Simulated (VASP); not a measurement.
# BN (F-43m) in VASP: further runs

The runs below take BN through relaxation of cell and atoms, single point, with PBE.

Everything below comes from runs of VASP 6.6.1. Logs are shortened: lines on timing, memory, paths and dates and some standing lists are left out, and cuts for length are marked.

**Experimental background.**

From a printed reference work, monograph, for a bulk crystal of BN at 300 K: band gap 6.4 eV (indirect).

How close the calculation comes is told below.

## 1. Starting point

The structure is cubic, space group F-43m (No. 216). The conventional cell has a = 3.615 Å, b = 3.615 Å, c = 3.615 Å, α = 90.00°, β = 90.00°, γ = 90.00°. B (site symmetry -43m) is surrounded by 4 N at 1.57 Å. Around N (site symmetry -43m) lie 4 B at 1.57 Å.

## 2. Relaxation of cell and atoms, PBE

File INCAR:

```
SYSTEM = BN
PREC = Accurate
ENCUT = 520
EDIFF = 0.05
ISMEAR = 0
SIGMA = 0.02
LREAL = .FALSE.
LASPH = .TRUE.
NELM = 100
ALGO = Normal
ISIF = 3
LWAVE = .FALSE.
LCHARG = .FALSE.
GGA = PE
IBRION = 2
NSW = 80
EDIFFG = -0.002
```

File KPOINTS:

```
regular mesh
0
G
  14 14 14
  0 0 0
```

File POSCAR:

```
BN
1.0
    0.0000000000      1.8075000000      1.8075000000
    1.8075000000      0.0000000000      1.8075000000
    1.8075000000      1.8075000000      0.0000000000
B N
1 1
Direct
    0.0000000000      0.0000000000      0.0000000000
    0.2500000000      0.2500000000      0.2500000000
```

Potentials or basis: VASP PAW PBE potentials, release 64 (B, N).

Command:

```
$ cat potpaw_PBE.64/B/POTCAR potpaw_PBE.64/N/POTCAR > POTCAR
$ mpirun -np 1 vasp_std > vasp.out
```

OUTCAR:

```text
SYSTEM = BN
   PREC = Accurate
   ENCUT = 520
   EDIFF = 0.05
   ISMEAR = 0
   LREAL = .FALSE.
   LASPH = .TRUE.
   NELM = 100
   ISIF = 3
   GGA = PE
   IBRION = 2
   NSW = 80
   EDIFFG = -0.002

 ion  position               nearest neighbor table
   1  0.000  0.000  0.000-   2 1.57   2 1.57   2 1.57   2 1.57
   2  0.250  0.250  0.250-   1 1.57   1 1.57   1 1.57   1 1.57

  LATTYP: Found a face centered cubic cell.
 ALAT       =     3.6150000000

  Lattice vectors:

 A1 = (   0.0000000000,   1.8075000000,   1.8075000000)
 A2 = (   1.8075000000,   0.0000000000,   1.8075000000)
 A3 = (   1.8075000000,   1.8075000000,   0.0000000000)

Analysis of symmetry for initial positions (statically):
=====================================================================
 Subroutine PRICEL returns:
 Original cell was already a primitive cell.

 Routine SETGRP: Setting up the symmetry group for a
 face centered cubic supercell.

 Subroutine GETGRP returns: Found 24 space group operations
 (whereof 24 operations were pure point group operations)
 out of a pool of 48 trial point group operations.

The static configuration has the point symmetry T_d .

Analysis of symmetry for dynamics (positions and initial velocities):
=====================================================================
 Subroutine PRICEL returns:
 Original cell was already a primitive cell.

 Routine SETGRP: Setting up the symmetry group for a
 face centered cubic supercell.

 Subroutine GETGRP returns: Found 24 space group operations
 (whereof 24 operations were pure point group operations)
 out of a pool of 48 trial point group operations.

The dynamic configuration has the point symmetry T_d .

 Subroutine INISYM returns: Found 24 space group operations
 (whereof 24 operations are pure point group operations),
 and found     1 'primitive' translations

----------------------------------------------------------------------------------------

                                     Primitive cell

  volume of cell :      11.8104

  direct lattice vectors                    reciprocal lattice vectors
     0.000000000  1.807500000  1.807500000    -0.276625173  0.276625173  0.276625173
     1.807500000  0.000000000  1.807500000     0.276625173 -0.276625173  0.276625173
     1.807500000  1.807500000  0.000000000     0.276625173  0.276625173 -0.276625173

  length of vectors
     2.556191014  2.556191014  2.556191014     0.479128854  0.479128854  0.479128854

  position of ions in fractional coordinates (direct lattice)
     0.000000000  0.000000000  0.000000000
     0.250000000  0.250000000  0.250000000

  ion indices of the primitive-cell ions
   primitive index   ion index
                 1           1
                 2           2

----------------------------------------------------------------------------------------

 KPOINTS: regular mesh

Automatic generation of k-mesh.
 Grid dimensions read from file:
 generate k-points for:   14   14   14

 Generating k-lattice:

  Cartesian coordinates                     Fractional coordinates (reciprocal lattice)
    -0.019758941  0.019758941  0.019758941     0.071428571  0.000000000  0.000000000
     0.019758941 -0.019758941  0.019758941     0.000000000  0.071428571  0.000000000
     0.019758941  0.019758941 -0.019758941     0.000000000  0.000000000  0.071428571

  Length of vectors
     0.034223490  0.034223490  0.034223490

  Shift w.r.t. Gamma in fractional coordinates (k-lattice)
     0.000000000  0.000000000  0.000000000

 Subroutine IBZKPT returns following result:
 ===========================================

 Found    104 irreducible k-points:

 Following reciprocal coordinates:
            Coordinates               Weight
  0.000000  0.000000  0.000000      1.000000
  0.071429  0.000000  0.000000      8.000000
  0.142857  0.000000  0.000000      8.000000
  0.214286  0.000000  0.000000      8.000000
  0.285714  0.000000  0.000000      8.000000
  0.357143  0.000000  0.000000      8.000000
[... 16 lines left out ...]
  0.214286  0.142857  0.000000     24.000000
  0.285714  0.142857  0.000000     24.000000
 [... further k-points ...]
   k-points           NKPTS =    104   k-points in BZ     NKDIM =    104   number of bands    NBANDS=      8
   number of dos      NEDOS =    301   number of ions     NIONS =      2
   total plane-waves  NPLWV =   8000
   dimension x,y,z NGX =    20 NGY =   20 NGZ =   20
   dimension x,y,z NGXF=    40 NGYF=   40 NGZF=   40
   ions per type =               1   1
   NGX,Y,Z   is equivalent  to a cutoff of  13.01, 13.01, 13.01 a.u.
   NGXF,Y,Z  is equivalent  to a cutoff of  26.01, 26.01, 26.01 a.u.
 SYSTEM =  BN
   PREC   = accura    normal or accurate (medium, high low for compatibility)
   ISTART =      0    job   : 0-new  1-cont  2-samecut
   ICHARG =      2    charge: 1-file 2-atom 10-const
   ISPIN  =      1    spin polarized calculation?
   LNONCOLLINEAR =      F non collinear calculations
   LSORBIT =      F    spin-orbit coupling
   LASPH  =      T    aspherical Exc in radial PAW
   ENCUT  =  520.0 eV  38.22 Ry    6.18 a.u.   4.75  4.75  4.75*2*pi/ulx,y,z
   NELM   =    100;   NELMIN=  2; NELMDL= -5     # of ELM steps
   EDIFF  = 0.5E-01   stopping-criterion for ELM
   LREAL  =      F    real-space projection
   EDIFFG = -.2E-02   stopping-criterion for IOM
   NSW    =     80    number of steps for IOM
   IBRION =      2    ionic relax: 0-MD 1-quasi-New 2-CG
   NFREE  =      1    steps in history (QN), initial steepest desc. (CG)
   ISIF   =      3    stress and relaxation
   ISYM   =      2    0-nonsym 1-usesym 2-fastsym
   POTIM  = 0.5000    time-step for ionic-motion
   TEBEG  =    0.0;   TEEND  =   0.0 temperature during run
   PSTRESS=    0.0 pullay stress
   NELECT =       8.0000    total number of electrons
   NUPDOWN=      -1.0000    fix difference up-down
   EMIN   =  10.00;   EMAX   =-10.00  energy-range for DOS
   EFERMI =   0.00;   METHOD = LEGACY
   ISMEAR =     0;   SIGMA  =   0.02  broadening in eV -4-tet -1-fermi 0-gaus
   EFERMI_NEDOS =   21; number of points for ismear=-14 and -15
   IALGO  =     38    algorithm
   IMIX   =      4    mixing-type and parameters
     AMIX     =   0.40;   BMIX     =  1.00
     AMIX_MAG =   1.60;   BMIX_MAG =  1.00
  volume/ion in A,a.u.               =       5.91        39.85
  Fermi-wavevector in a.u.,A,eV,Ry     =   1.437749  2.716952 28.124920  2.067123
  Thomas-Fermi vector in A             =   2.556793
   LORBIT       =      0    0 simple, 1 ext, 2 COOP (PROOUT), +10 PAW based schemes
   GGA     = PE    functional components
   LHFCALC =     F    Hartree Fock is set to
   AEXX    =    0.0000 exact exchange contribution
   IVDW    =     0    specifies the selected vdW correction
   LEPSILON=     F    determine dielectric tensor
   LRPA    =     F    only Hartree local field effects (RPA)
 conjugate gradient relaxation of ions
 non-spin polarized calculation
 Gauss-broadening in eV      SIGMA  =   0.02
  energy-cutoff  :      520.00
  volume of cell :       11.81
 maximum number of plane-waves:       332
   NGX =  9   NGY =  9   NGZ =  9

--------------------------------------- Ionic step        1  -------------------------------------------

 number of electron       7.9999999 magnetization

 Free energy of the ion-electron system (eV)
  ---------------------------------------------------
  ext. energy  EPLUGINS =         0.00000000
  ---------------------------------------------------
  free energy    TOTEN  =       -17.44949835 eV

  energy without entropy =      -17.44949835  energy(sigma->0) =      -17.44949835

------------------------ aborting loop because EDIFF is reached ----------------------------------------

  FORCE on cell =-STRESS in cart. coord.  units (eV):
  Direction    XX          YY          ZZ          XY          YZ          ZX
  --------------------------------------------------------------------------------------
  -------------------------------------------------------------------------------------
  Total        0.2393359      0.2393359      0.2393359     -0.0000000     -0.0000000     -0.0000000
  in kB       32.4678441     32.4678441     32.4678441     -0.0000000     -0.0000000     -0.0000000
  external PRESSURE =      32.4678441 kB  Pullay stress =       0.0000000 kB
[... 89 lines left out ...]
  FREE ENERGIE OF THE ION-ELECTRON SYSTEM (eV)
  ---------------------------------------------------
  free  energy   TOTEN  =       -17.4507301865 eV

  energy  without entropy=      -17.4507301865  energy(sigma->0) =      -17.45073019

[... ionic steps 4 to 9 ...]

--------------------------------------- Ionic step       10  -------------------------------------------

 number of electron       7.9999999 magnetization

------------------------ aborting loop because EDIFF is reached ----------------------------------------

  FORCE on cell =-STRESS in cart. coord.  units (eV):
  Direction    XX          YY          ZZ          XY          YZ          ZX
  --------------------------------------------------------------------------------------
  -------------------------------------------------------------------------------------
  Total        0.0118712      0.0118712      0.0118712      0.0000000     -0.0000000     -0.0000000
  in kB        1.5971656      1.5971656      1.5971656      0.0000000     -0.0000000     -0.0000000
  external PRESSURE =       1.5971656 kB  Pullay stress =       0.0000000 kB
[... 57 lines left out ...]
  energy  without entropy=      -17.4508369232  energy(sigma->0) =      -17.45083692

--------------------------------------- Ionic step       12  -------------------------------------------

 number of electron       7.9999999 magnetization

 Free energy of the ion-electron system (eV)
  ---------------------------------------------------
  ext. energy  EPLUGINS =         0.00000000
  ---------------------------------------------------
  free energy    TOTEN  =       -17.45083747 eV

  energy without entropy =      -17.45083747  energy(sigma->0) =      -17.45083747

 E-fermi :   7.3896     XC(G=0): -12.7789

 val. band max:        7.2948774912   @ k =   0.0000   0.0000   0.0000
 cond. band min:      11.7451451784   @ k =   0.5000   0.5000   0.0000
 fundamental gap:      4.4502676872
 Fermi energy:         7.3896486180

 k-point     1 :       0.0000    0.0000    0.0000
  band No.  band energies     occupation
      1     -12.8363      2.00000
      2       7.2949      2.00000
      3       7.2949      2.00000
      4       7.2949      2.00000
      5      16.0731      0.00000
      6      16.0731      0.00000
      7      16.0731      0.00000
      8      17.5020      0.00000
[... 243 lines left out ...]
 k-point    24 :       0.2857    0.1429    0.0000
  band No.  band energies     occupation
      1     -11.0842      2.00000
      2       2.2881      2.00000
      3       4.9719      2.00000
      4       5.4478      2.00000
      5      15.4920      0.00000
      6      18.8579      0.00000
      7      19.3728      0.00000
      8      20.0309      0.00000

 [... further k-points ...]

------------------------ aborting loop because EDIFF is reached ----------------------------------------

  FORCE on cell =-STRESS in cart. coord.  units (eV):
  Direction    XX          YY          ZZ          XY          YZ          ZX
  --------------------------------------------------------------------------------------
  -------------------------------------------------------------------------------------
  Total        0.0006601      0.0006601      0.0006601     -0.0000000     -0.0000000      0.0000000
  in kB        0.0887609      0.0887609      0.0887609     -0.0000000     -0.0000000      0.0000000
  external PRESSURE =       0.0887609 kB  Pullay stress =       0.0000000 kB
[... 17 lines left out ...]
  FREE ENERGIE OF THE ION-ELECTRON SYSTEM (eV)
  ---------------------------------------------------
  free  energy   TOTEN  =       -17.4508374705 eV

  energy  without entropy=      -17.4508374705  energy(sigma->0) =      -17.45083747

 reached required accuracy - stopping structural energy minimisation
```

Run time: 18 s. Hardware: 1 thread of AMD EPYC 7R13 (Zen 3), shared host; peak memory 0.09 GiB.

What came out:

```
Free energy                            : -17.4508 eV
Relaxed volume                         : 5.96 Å³/atom
Relaxed cell                           : a = 2.564 Å, b = 2.564 Å, c = 2.564 Å, α = 60.00°, β = 60.00°, γ = 60.00°
Space group after relaxing (to 0.05 Å) : F-43m (No. 216)
Energy gained by relaxing              : 0.7 meV/atom
Ionic steps                            : 12
Pressure after relaxing                : 0.0 GPa
Band gap on the k mesh                 : 4.45 eV, indirect (least direct gap 8.78 eV)
```

Step by step:
```tsv
step	energy change (eV)	largest force (eV/Å)	pressure (GPa)	volume (Å³)
1	0.0000	0.0000	3.25	11.81
2	-0.0005	0.0000	-1.67	12.02
3	-0.0012	0.0000	-1.33	11.95
4	-0.0013	0.0000	-0.11	11.91
5	-0.0013	0.0000	0.26	11.90
6	-0.0013	0.0000	0.32	11.90
7	-0.0013	0.0000	0.24	11.91
8	-0.0013	0.0000	0.20	11.91
9	-0.0013	0.0000	0.19	11.91
10	-0.0013	0.0000	0.16	11.91
11	-0.0013	0.0000	0.11	11.91
12	-0.0013	0.0000	0.01	11.91
```

Final structure:
```
B N
1.0
     0.00000    1.81279    1.81279
     1.81279    0.00000    1.81279
     1.81279    1.81279    0.00000
B N
1 1
Direct
  0.00000 0.00000 0.00000
  0.25000 0.25000 0.25000
```

(Continued in part 2 of 2.)
